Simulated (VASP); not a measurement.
# CdS (Greenockite): the relaxed cell at several levels, part 2 of 2

Which functional gives the lattice of CdS (Greenockite) as experiment finds it, and is a dearer one worth its cost? LASPH is on for some levels and off for others; the table marks which. The start is a cell from a database of measured crystal structures.

VASP 6.6.1, plane waves and PAW; the level of theory is named at each step.

So far. Step 2 (Relaxation with PBE): It ends with a largest force of 0.007 eV/Å and a pressure of 0.02 GPa. The volume lies +5.2 % from that of the database's start. The conventional cell has a = 4.202 and c = 6.848 Å.

### 3. Relaxation with LDA

This step: LDA; plane waves and PAW (Cd, S) (VASP 6.6.1).

LDA, the lowest rung, knows the local density alone.

INCAR

```
SYSTEM = CdS
PREC = Accurate
ENCUT = 520
EDIFF = 1E-06
NELM = 100
ISMEAR = -1
SIGMA = 0.05
LREAL = .FALSE.
ALGO = Normal
GGA = CA
NBANDS = 24
LORBIT = 11
LWAVE = .FALSE.
LCHARG = .FALSE.
KPAR = 2
IBRION = 2
NSW = 60
ISIF = 3
EDIFFG = -0.01
```

POSCAR

```
CdS
1.0
    4.1370000000      0.0000000000      0.0000000000
   -2.0685000000      3.5827470955      0.0000000000
    0.0000000000      0.0000000000      6.7144000000
Cd S
2 2
Direct
    0.6666666667      0.3333333333      0.0000000000
    0.3333333333      0.6666666667      0.5000000000
    0.6666666667      0.3333333333      0.3750000000
    0.3333333333      0.6666666667      0.8750000000
```

KPOINTS

```
Automatic mesh
0
Gamma
8 8 4
0 0 0
```

PAW data sets: Cd and S (PBE family, release 64).

Launch:

```sh
mpirun -np 2 vasp_std
```

Log:

```text
[banner, memory and clock lines left out]
running    2 mpi-ranks, on    1 nodes
 distrk:  each k-point on    1 cores,    2 groups
 distr:  one band on    1 cores,    1 groups

 POSCAR found type information on POSCAR CdS
 POSCAR found :  2 types and       4 ions
|                                                                             |
|               ----> ADVICE to this user running VASP <----                  |
|                                                                             |
|     You enforced a specific xc type in the INCAR file but a different       |
|     [... a line on the potential file left out ...]
|     I HOPE YOU KNOW WHAT YOU ARE DOING!                                     |
|                                                                             |

 LDA part: xc-table for (Slater(with rela. corr.)+CA(PZ))
 , standard interpolation
 POSCAR, INCAR and KPOINTS ok, starting setup
 FFT: planning ... GRIDC
 FFT: planning ... GRID_SOFT
 FFT: planning ... GRID
 WAVECAR not read
 entering main loop
       N       E                     dE             d eps       ncg     rms          rms(c)
DAV:   1     0.246916087201E+03    0.24692E+03   -0.17655E+04  1440   0.138E+03
DAV:   2    -0.306448316309E+01   -0.24998E+03   -0.24248E+03  1664   0.337E+02
DAV:   3    -0.158348461857E+02   -0.12770E+02   -0.12723E+02  1784   0.773E+01
DAV:   4    -0.159599945037E+02   -0.12515E+00   -0.12510E+00  1704   0.762E+00
DAV:   5    -0.159621428970E+02   -0.21484E-02   -0.21482E-02  1840   0.956E-01    0.102E+01
DAV:   6    -0.149114291169E+02    0.10507E+01   -0.24509E+00  1920   0.185E+01    0.801E+00
DAV:   7    -0.148963693072E+02    0.15060E-01   -0.70928E-01  1648   0.481E+00    0.396E+00
DAV:   8    -0.148871864517E+02    0.91829E-02   -0.10834E-01  1616   0.339E+00    0.468E-01
DAV:   9    -0.148835642321E+02    0.36222E-02   -0.21922E-02  1896   0.184E+00    0.116E-01
DAV:  10    -0.148835670436E+02   -0.28116E-05   -0.11647E-03  1760   0.279E-01    0.775E-02
DAV:  11    -0.148835714560E+02   -0.44124E-05   -0.75373E-05  1752   0.583E-02    0.708E-02
DAV:  12    -0.148835796562E+02   -0.82001E-05   -0.36374E-05  1728   0.412E-02    0.237E-02
DAV:  13    -0.148835772146E+02    0.24416E-05   -0.88351E-06  1696   0.249E-02    0.104E-02
DAV:  14    -0.148835770605E+02    0.15406E-06   -0.27583E-07   928   0.514E-03
   1 F= -.14883577E+02 E0= -.14883576E+02  d E =-.148836E+02
 curvature:   0.00 expect dE= 0.000E+00 dE for cont linesearch  0.000E+00
 trial: gam= 0.00000 g(F)=  0.878E-03 g(S)=  0.572E-01 ort = 0.000E+00 (trialstep = 0.100E+01)
 search vector abs. value=  0.581E-01
 bond charge predicted
       N       E                     dE             d eps       ncg     rms          rms(c)
DAV:   1    -0.156326010923E+02   -0.74902E+00   -0.15205E+01  1544   0.402E+01    0.589E+00
DAV:   2    -0.149629525823E+02    0.66965E+00   -0.19528E+00  1616   0.181E+01    0.196E+00
DAV:   3    -0.149085577118E+02    0.54395E-01   -0.20199E-01  1568   0.362E+00    0.161E+00
DAV:   4    -0.149029471758E+02    0.56105E-02   -0.11977E-02  1528   0.109E+00    0.434E-01
DAV:   5    -0.149013174363E+02    0.16297E-02   -0.39481E-03  1840   0.760E-01    0.205E-01
DAV:   6    -0.149013200829E+02   -0.26465E-05   -0.56966E-04  1528   0.191E-01    0.472E-02
DAV:   7    -0.149013192063E+02    0.87656E-06   -0.15040E-05  1816   0.409E-02    0.240E-02
DAV:   8    -0.149013192525E+02   -0.46253E-07   -0.31998E-06  1408   0.950E-03
   2 F= -.14901319E+02 E0= -.14901319E+02  d E =-.177422E-01
[...]
3 F= -.14904859E+02 E0= -.14904859E+02  d E =-.212818E-01
[...]
4 F= -.14904850E+02 E0= -.14904850E+02  d E =-.212732E-01
 curvature:  -0.32 expect dE=-0.530E-04 dE for cont linesearch -0.907E-05
 ZBRENT: accuracy reached
 trial: gam= 0.02475 g(F)=  0.477E-04 g(S)=  0.116E-03 ort =-0.128E-02 (trialstep = 0.946E+00)
 search vector abs. value=  0.136E-03
 bond charge predicted
       N       E                     dE             d eps       ncg     rms          rms(c)
DAV:   1    -0.149051077083E+02   -0.25716E-03   -0.26829E-02  1440   0.107E+00    0.115E-01
DAV:   2    -0.149049724012E+02    0.13531E-03   -0.73935E-04  1696   0.230E-01    0.458E-02
DAV:   3    -0.149049136916E+02    0.58710E-04   -0.69926E-05  1672   0.670E-02    0.250E-02
DAV:   4    -0.149049004253E+02    0.13266E-04   -0.27884E-05  1696   0.394E-02    0.697E-03
DAV:   5    -0.149049001471E+02    0.27820E-06   -0.30481E-06  1456   0.155E-02
   5 F= -.14904900E+02 E0= -.14904900E+02  d E =-.499233E-04
 trial-energy change:   -0.000050  1 .order   -0.000053   -0.000125    0.000020
 step:   0.8180(harm=  0.8180)  dis= 0.00069  next Energy=   -14.904904 (dE=-0.539E-04)
 reached required accuracy - stopping structural energy minimisation
```

The job ended after 62 s (2 MPI ranks of AMD EPYC 9R14 (Zen 4), shared host; peak memory 0.39 GiB).

Parts of OUTCAR (step 3):

```text
 Found     30 irreducible k-points:

   NELECT =      36.0000    total number of electrons

 E-fermi :   1.8650

 k-point     1 :       0.0000    0.0000    0.0000
  band No.  band energies     occupation
    ...
     14       0.4980      2.00000
     15       0.4980      2.00000
     16       1.2597      1.99999
     17       1.3215      1.99996
     18       1.3215      1.99996
     19       2.3482      0.00013
     20       3.9436      0.00000
     21       7.6225      0.00000
     22       7.6225      0.00000
     23       7.8998      0.00000
    ...

 k-point     2 :       0.1250    0.0000    0.0000
  band No.  band energies     occupation
    ...
     14      -0.1731      2.00000
     15       0.2888      2.00000
     16       0.4280      2.00000
     17       1.1372      2.00000
     18       1.2007      2.00000
     19       3.1944      0.00000
     20       4.5601      0.00000
     21       7.0959      0.00000
     22       7.8662      0.00000
     23       8.0916      0.00000
    ...

  Total        0.0315816      0.0315816      0.0050450      0.0000000      0.0000000      0.0000000
  in kB        0.5253535      0.5253535      0.0839233      0.0000000      0.0000000      0.0000000
  external PRESSURE =       0.3782101 kB  Pullay stress =       0.0000000 kB

  energy-cutoff  :      520.00
  volume of cell :       96.31
      direct lattice vectors                 reciprocal lattice vectors
     4.085560290  0.000000000  0.000000000     0.244764470  0.141314833 -0.000000000
    -2.042780145  3.538198999 -0.000000000     0.000000000  0.282629666 -0.000000000
     0.000000000  0.000000000  6.662845640    -0.000000000  0.000000000  0.150086022

 POSITION                                       TOTAL-FORCE (eV/Angst)
 -----------------------------------------------------------------------------------
      2.04278      1.17940      6.65970         0.000000      0.000000      0.002120
     -0.00000      2.35880      3.32828         0.000000      0.000000      0.002120
      2.04278      1.17940      2.50171        -0.000000     -0.000000     -0.002120
     -0.00000      2.35880      5.83313        -0.000000     -0.000000     -0.002120
 -----------------------------------------------------------------------------------
    total drift:                                0.000000     -0.000000     -0.000003

  FREE ENERGIE OF THE ION-ELECTRON SYSTEM (eV)
  ---------------------------------------------------
  free  energy   TOTEN  =       -14.9049001471 eV

  energy  without entropy=      -14.9048995624  energy(sigma->0) =      -14.90489985

 total charge
# of ion       s       p       d       tot
------------------------------------------
    1        0.444   0.354   9.561  10.359
    2        0.444   0.354   9.561  10.359
    3        1.313   2.372   0.000   3.686
    4        1.313   2.372   0.000   3.686
--------------------------------------------------
tot          3.515   5.453  19.123  28.090

[... 9 parts as in an earlier step ...]

[... 5 further parts left out ...]
```

CONTCAR:

```
CdS
   1.00000000000000
     4.0855602895601368    0.0000000000000000    0.0000000000000000
    -2.0427801447800684    3.5381989994941301   -0.0000000000000000
     0.0000000000000000    0.0000000000000000    6.6628456404509295
  Cd              S
     2     2
Direct
     0.6666666667000030    0.3333333332999970    0.9995282378630507
     0.3333333332999970    0.6666666667000030    0.4995282378630507
     0.6666666667000030    0.3333333332999970    0.3754717621369493
     0.3333333332999970    0.6666666667000030    0.8754717621369493
```

The PAW data sets were made with PBE, though LDA sets exist; this is a small mismatch.

Step by step:

| step | energy less that of the first step (eV) | largest force (eV/Å) | pressure (GPa) | volume (Å³) |
| --- | --- | --- | --- | --- |
| 1 | 0.0000 | 0.0675 | -2.00 | 99.52 |
| 2 | -0.0177 | 0.0076 | 0.94 | 95.11 |
| 3 | -0.0213 | 0.0170 | 0.01 | 96.35 |
| 4 | -0.0213 | 0.0157 | 0.07 | 96.29 |
| 5 | -0.0213 | 0.0021 | 0.04 | 96.31 |

| conventional cell, symmetrised | before | after | change |
| --- | --- | --- | --- |
| a (Å) | 4.137 | 4.086 | -1.2 % |
| b (Å) | 4.137 | 4.086 | -1.2 % |
| c (Å) | 6.714 | 6.663 | -0.8 % |
| volume (Å³/atom) | 24.88 | 24.08 | -3.2 % |

Final coordinates:

```
Cd S
1.0
     4.08556    0.00000    0.00000
    -2.04278    3.53820    0.00000
     0.00000    0.00000    6.66285
Cd S
2 2
Direct
  0.66667 0.33333 0.99953
  0.33333 0.66667 0.49953
  0.66667 0.33333 0.37547
  0.33333 0.66667 0.87547
```

This step gave:

* free energy (TOTEN): -14.90 eV
* Fermi energy: 1.865 eV
* pressure: 0.03782 GPa
* SCF cycles over all ionic steps: 39
* gap on the k-mesh: 1.027 eV
* least direct gap on the k-mesh: 1.027 eV

It ends at 24.08 Å³/atom, -3.2 % from the start, with 0.04 GPa left. The conventional cell has a = 4.086 and c = 6.663 Å.

### 4. Relaxation with r2SCAN

This step: r2SCAN; plane waves and PAW (Cd, S) (VASP 6.6.1).

r2SCAN adds the kinetic-energy density, costs more than a GGA and is run with LASPH.

INCAR, as its differences from that of step 3:

```diff
@@ -9,3 +9,4 @@
 ALGO = Normal
-GGA = CA
+METAGGA = R2SCAN
+LASPH = .TRUE.
 NBANDS = 24
```

POSCAR is that of step 3.

KPOINTS is that of step 3.

Launch:

```sh
mpirun -np 2 vasp_std
```

Log:

```text
[banner, memory and clock lines left out]
running    2 mpi-ranks, on    1 nodes
[...]
[... a notice as in an earlier step ...]

 LDA part: xc-table for (None), standard interpolation
 POSCAR, INCAR and KPOINTS ok, starting setup
[...]
entering main loop
       N       E                     dE             d eps       ncg     rms          rms(c)
DAV:   1     0.199502510576E+03    0.19950E+03   -0.18061E+04  1440   0.141E+03
DAV:   2    -0.566440104529E+02   -0.25615E+03   -0.24853E+03  1648   0.344E+02
DAV:   3    -0.695993854993E+02   -0.12955E+02   -0.12910E+02  1784   0.795E+01
DAV:   4    -0.697205293912E+02   -0.12114E+00   -0.12110E+00  1720   0.762E+00
[...]
DAV:  12    -0.593683835679E+02   -0.22058E-04   -0.12710E-04  1784   0.149E-01    0.590E-02
DAV:  13    -0.593683989435E+02   -0.15376E-04   -0.77767E-05  1640   0.616E-02    0.259E-02
DAV:  14    -0.593683984095E+02    0.53393E-06   -0.71292E-06  1728   0.343E-02
   1 F= -.59368398E+02 E0= -.59368398E+02  d E =-.593684E+02
[... from here on, the cycles between the ionic steps are left out ...]
   2 F= -.59379899E+02 E0= -.59379899E+02  d E =-.115003E-01
   3 F= -.59382332E+02 E0= -.59382332E+02  d E =-.139331E-01
   4 F= -.59382327E+02 E0= -.59382327E+02  d E =-.139290E-01
   5 F= -.59382380E+02 E0= -.59382380E+02  d E =-.523694E-04
 trial-energy change:   -0.000052  1 .order   -0.000054   -0.000079   -0.000028
 step:   1.4616(harm=  1.4616)  dis= 0.00142  next Energy=   -59.382389 (dE=-0.614E-04)
 reached required accuracy - stopping structural energy minimisation
```

Run time: 4.9 min. Hardware: 2 MPI ranks; peak memory 0.48 GiB.

Parts of OUTCAR (step 4):

```text
  Total        0.0001876      0.0001876     -0.0346683     -0.0000000     -0.0000000      0.0000000
  in kB        0.0029418      0.0029418     -0.5437552     -0.0000000     -0.0000000      0.0000000
  external PRESSURE =      -0.1792905 kB  Pullay stress =       0.0000000 kB

 POSITION                                       TOTAL-FORCE (eV/Angst)
 -----------------------------------------------------------------------------------
      2.08388      1.20313      6.78692        -0.000000      0.000000     -0.008601
     -0.00000      2.40626      3.39167        -0.000000      0.000000     -0.008601
      2.08388      1.20313      2.55003         0.000000     -0.000000      0.008601
     -0.00000      2.40626      5.94528         0.000000     -0.000000      0.008601
 -----------------------------------------------------------------------------------
    total drift:                               -0.000000     -0.000000     -0.007617

  FREE ENERGIE OF THE ION-ELECTRON SYSTEM (eV)
  ---------------------------------------------------
  free  energy   TOTEN  =       -59.3823797801 eV

  energy  without entropy=      -59.3823797772  energy(sigma->0) =      -59.38237978

[... 2 parts as in an earlier step ...]

[... 2 further parts left out ...]
[key lines of the parts left out:]
E-fermi :   1.6441
```

The PAW data sets were made with PBE, which is usual practice but a small mismatch for other functionals.

Relaxation path:

| step | energy less that of the first step (eV) | largest force (eV/Å) | pressure (GPa) | volume (Å³) |
| --- | --- | --- | --- | --- |
| 1 | 0.0000 | 0.0763 | 1.65 | 99.52 |
| 2 | -0.0115 | 0.0001 | -0.66 | 103.26 |
| 3 | -0.0139 | 0.0199 | -0.01 | 102.12 |
| 4 | -0.0139 | 0.0188 | -0.04 | 102.18 |
| 5 | -0.0140 | 0.0086 | -0.02 | 102.15 |

| conventional cell, symmetrised | before | after | change |
| --- | --- | --- | --- |
| a (Å) | 4.137 | 4.168 | +0.7 % |
| b (Å) | 4.137 | 4.168 | +0.7 % |
| c (Å) | 6.714 | 6.791 | +1.1 % |
| volume (Å³/atom) | 24.88 | 25.54 | +2.6 % |

The relaxed structure:

```
Cd S
1.0
     4.16776    0.00000    0.00000
    -2.08388    3.60939    0.00000
     0.00000    0.00000    6.79051
Cd S
2 2
Cartesian
  2.0839 1.2031 -0.0036
  0.0000 2.4063 3.3917
  2.0839 1.2031 2.5500
  0.0000 2.4063 5.9453
```

It ends at 25.54 Å³/atom, +2.6 % from the start, with -0.02 GPa left. The conventional cell has a = 4.168 and c = 6.791 Å.

### 5. Relaxation with PBE + D3(BJ)

This step: PBE with D3(BJ); plane waves and PAW (Cd, S) (VASP 6.6.1).

A dispersion term adds the long-range attraction that semilocal functionals lack. D3 with Becke-Johnson damping keeps a finite attraction at short range.

INCAR, as its differences from that of step 4:

```diff
@@ -9,4 +9,4 @@
 ALGO = Normal
-METAGGA = R2SCAN
-LASPH = .TRUE.
+GGA = PE
+IVDW = 12
 NBANDS = 24
```

POSCAR is that of step 4.

KPOINTS is that of step 4.

Launch:

```sh
mpirun -np 2 vasp_std
```

Log:

```text
[... set-up lines as in an earlier step ...]
 entering main loop
       N       E                     dE             d eps       ncg     rms          rms(c)
[... 14 cycles as in an earlier step ...]
   1 F= -.13472328E+02 E0= -.13472328E+02  d E =-.134723E+02
[...]
N       E                     dE             d eps       ncg     rms          rms(c)
DAV:   1    -0.123995343286E+02   -0.14952E+00   -0.30742E+00  1456   0.174E+01    0.278E+00
DAV:   2    -0.122938861333E+02    0.10565E+00   -0.29958E-01  1600   0.660E+00    0.101E+00
DAV:   3    -0.122822126472E+02    0.11673E-01   -0.28334E-02  1616   0.145E+00    0.851E-01
DAV:   4    -0.122799547054E+02    0.22579E-02   -0.27414E-03  1568   0.364E-01    0.191E-01
DAV:   5    -0.122797001688E+02    0.25454E-03   -0.85956E-04  1824   0.337E-01    0.558E-02
DAV:   6    -0.122797048567E+02   -0.46879E-05   -0.11410E-04  1592   0.103E-01    0.318E-02
DAV:   7    -0.122797063483E+02   -0.14915E-05   -0.48587E-06  1720   0.152E-02    0.419E-03
DAV:   8    -0.122797061323E+02    0.21595E-06   -0.59192E-07   944   0.669E-03
   2 F= -.13476576E+02 E0= -.13476575E+02  d E =-.424782E-02
 trial-energy change:   -0.004248  1 .order   -0.004327   -0.012503    0.003849
 step:   0.7593(harm=  0.7646)  dis= 0.00261  next Energy=   -13.477040 (dE=-0.471E-02)
[...]
N       E                     dE             d eps       ncg     rms          rms(c)
DAV:   1    -0.122810868462E+02   -0.13805E-02   -0.17637E-01  1456   0.412E+00    0.643E-01
DAV:   2    -0.122748476655E+02    0.62392E-02   -0.17963E-02  1592   0.162E+00    0.228E-01
DAV:   3    -0.122741949394E+02    0.65273E-03   -0.17585E-03  1640   0.352E-01    0.190E-01
DAV:   4    -0.122741103602E+02    0.84579E-04   -0.14498E-04  1568   0.903E-02    0.422E-02
DAV:   5    -0.122741021172E+02    0.82431E-05   -0.55635E-05  1824   0.881E-02    0.167E-02
DAV:   6    -0.122741038697E+02   -0.17525E-05   -0.66565E-06  1504   0.245E-02    0.709E-03
DAV:   7    -0.122741038984E+02   -0.28708E-07   -0.21635E-07   816   0.370E-03
   3 F= -.13477040E+02 E0= -.13477040E+02  d E =-.471224E-02
[...]
reached required accuracy - stopping structural energy minimisation
```

Run time: 50 s. Hardware: 2 MPI ranks; peak memory 0.47 GiB; 99 s of CPU time.

From OUTCAR (step 5):

```text
 Edisp (eV)   -1.19687

 Edisp (eV)   -1.20294

  Total      -0.01778    -0.01778     0.00810     0.00000     0.00000     0.00000
  in kB      -0.28213    -0.28213     0.12848     0.00000     0.00000     0.00000
  external pressure =       -0.15 kB  Pullay stress =        0.00 kB

 POSITION                                       TOTAL-FORCE (eV/Angst)
 -----------------------------------------------------------------------------------
      2.07544      1.19825      6.76275        -0.000000      0.000000     -0.009056
     -0.00000      2.39651      3.38006        -0.000000      0.000000     -0.009056
      2.07544      1.19825      2.53965         0.000000     -0.000000      0.009056
     -0.00000      2.39651      5.92235         0.000000      0.000000      0.009056
 -----------------------------------------------------------------------------------
    total drift:                               -0.000000     -0.000000     -0.000586

  FREE ENERGIE OF THE ION-ELECTRON SYSTEM (eV)
  ---------------------------------------------------
  free  energy   TOTEN  =       -13.4770399657 eV

  energy  without entropy=      -13.4770398171  energy(sigma->0) =      -13.47703989

[... 2 parts as in an earlier step ...]

[... 2 further parts left out ...]
[key lines of the parts left out:]
E-fermi :   1.7954
```

Step by step:

| step | energy less that of the first step (eV) | largest force (eV/Å) | pressure (GPa) | volume (Å³) |
| --- | --- | --- | --- | --- |
| 1 | 0.0000 | 0.0712 | 0.84 | 99.52 |
| 2 | -0.0042 | 0.0084 | -0.28 | 101.40 |
| 3 | -0.0047 | 0.0091 | -0.01 | 100.95 |

| conventional cell, symmetrised | before | after | change |
| --- | --- | --- | --- |
| a (Å) | 4.137 | 4.151 | +0.3 % |
| b (Å) | 4.137 | 4.151 | +0.3 % |
| c (Å) | 6.714 | 6.765 | +0.8 % |
| volume (Å³/atom) | 24.88 | 25.24 | +1.4 % |

The relaxed structure:

```
Cd S
1.0
     4.15087    0.00000    0.00000
    -2.07544    3.59476    0.00000
     0.00000    0.00000    6.76538
Cd S
2 2
Direct
  0.66667 0.33333 0.99961
  0.33333 0.66667 0.49961
  0.66667 0.33333 0.37539
  0.33333 0.66667 0.87539
```

It ends at 25.24 Å³/atom, +1.4 % from the start, with -0.01 GPa left. The conventional cell has a = 4.151 and c = 6.765 Å. Against plain PBE, the dispersion term moves a by -1.2 % and c by -1.2 %.

### 6. The cells as a table

This step: relaxed cells at several levels; plane waves and PAW (VASP 6.6.1).

This step runs nothing: it gathers the runs above.

Lengths are those of the conventional cell; cost is the wall time of each run, as given at its step, times its ranks, without the set-up around it; LASPH differs between rows, which moves results and costs too. Results by level, by row:

| level | volume (Å³/atom) | change from the start (%) | a (Å) | c (Å) | cost (core minutes) | LASPH |
| --- | --- | --- | --- | --- | --- | --- |
| PBE | 26.17 | 5.2 | 4.202 | 6.848 | 2.43 | off |
| LDA | 24.08 | -3.2 | 4.086 | 6.663 | 2.07 | off |
| r2SCAN | 25.54 | 2.6 | 4.168 | 6.791 | 9.84 | on |
| PBE + D3(BJ) | 25.24 | 1.4 | 4.151 | 6.765 | 1.67 | off |

### 7. Outcome

```yaml
volume_pbe: 26.17 Å³/atom
volume_lda: 24.08 Å³/atom
volume_r2scan: 25.54 Å³/atom
volume_pbe_d3_bj: 25.24 Å³/atom
```

For CdS (Greenockite) the levels give volumes between 24.08 Å³/atom (LDA) and 26.17 Å³/atom (PBE), a spread of 8.7 %, while the cost of the finished runs spans a factor of 5.9. Against the volume of the start, a cell from experiment, PBE + D3(BJ) comes nearest (+1.4 %) and PBE lies farthest (+5.2 %); thermal expansion is in that cell alone. Within 2 % of it: PBE + D3(BJ). The costs hold the number of ionic steps as well as the price of the functional. Against the listed lengths the levels give a from -1.2 % to +1.6 % and c from -0.8 % to +2.0 %. Adding D3(BJ) to PBE changes the volume by -3.6 % (a by -1.2 % and c by -1.2 %). Within 0.02 Å all end in space group P6_3mc; the runs can't lower the symmetry of the start. LASPH is on for some levels and off for others, so differences between them are not the functional's alone. Each is a single relaxation on the plane waves of the start cell, so larger changes of volume carry a basis-set error that was not tested here. Zero-point and thermal expansion are not included.

[Lines on the potential files, build, host, timing and source positions are cut from VASP's logs without a mark.]

[Logs are printed without paths, hosts, clocks, repeated set-up lines and the standing remarks that a program may print on its own settings, such as how far it seeks lower states.]

[Hosts, paths, dates, database ids (printed as entryN), source tags and the programs' standing remarks are cut or masked in the printed files.]

[A measured line is paired with the nearest computed mode of its activity, which favours agreement.]
